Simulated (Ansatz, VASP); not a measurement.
Given: the input of a run of VASP 6.6.1 on Se.

INCAR

```
SYSTEM = Se
PREC     = Accurate       ! precision mode
ENCUT    = 520            ! plane-wave cutoff, eV
EDIFF    = 1E-7           ! SCF threshold, eV
ISMEAR   = -1             ! smearing method
SIGMA    = 0.05           ! smearing width, eV
LREAL    = .FALSE.        ! projectors in reciprocal space
LASPH    = .TRUE.         ! aspherical terms in the spheres
NELM     = 80             ! most SCF steps
ALGO     = Normal         ! electronic algorithm
ISIF     = 2              ! what is computed and relaxed
LWAVE    = .FALSE.        ! write WAVECAR
LCHARG   = .FALSE.        ! write CHGCAR
GGA      = PE             ! functional
NBANDS   = 9              ! bands
```

The input KPOINTS:

```
Automatic mesh
0
G
  9 9 9
  0 0 0
```

File POSCAR:

```
Se
1.0
    2.8291765626      0.0000000000      0.0000000000
    0.0000000000      2.8291765626      0.0000000000
    0.0000000000      0.0000000000      2.8291765626
Se
1
Direct
    0.0000000000      0.0000000000      0.0000000000
```

Potentials or basis: VASP PAW PBE potentials, release 64 (Se).

The run is started by

```sh
$ cat potpaw_PBE.64/Se/POTCAR > POTCAR
$ mpirun -np 1 vasp_std > vasp.out
```

Task: Set up the same calculation for Ansatz 0.2.0. Potentials there: Ansatz PAW.

Result: As run (the cutoff follows the program's own potentials):

The input input.yaml:

```yaml
crystal:
  lattice:
    - [2.8291765626, 0.0, 0.0]
    - [0.0, 2.8291765626, 0.0]
    - [0.0, 0.0, 2.8291765626]
  atoms:
    - { symbol: Se, position: [0.0, 0.0, 0.0] }
hamiltonian:
  xc: pbe
  pseudopotentials: { kind: paw }
kpoints:
  mp_grid: { grid: [9, 9, 9] }
scf:
  occupations: { method: fermi_dirac, width: 0.05 }
output:
  forces: true
  stress: true
  eigenvalues: true
```

Potentials or basis: Ansatz PAW.

Run with:

```bash
$ ansatz run input.yaml --threads 2 --pin off --max-ram 5120MiB --backend cpu --events-out ev --progress --plain --runs-dir out
```

Both were run:

|  | VASP | Ansatz | Ansatz less VASP |
| --- | --- | --- | --- |
| gap on the k mesh at the Fermi level (eV) | none | none | - |
| pressure (GPa) | 0.6 | 0.5 | -0.03 |

A gap of «none» marks a metal or a gap that the smearing closes. The two sets of potentials don't hold the same shells in valence.
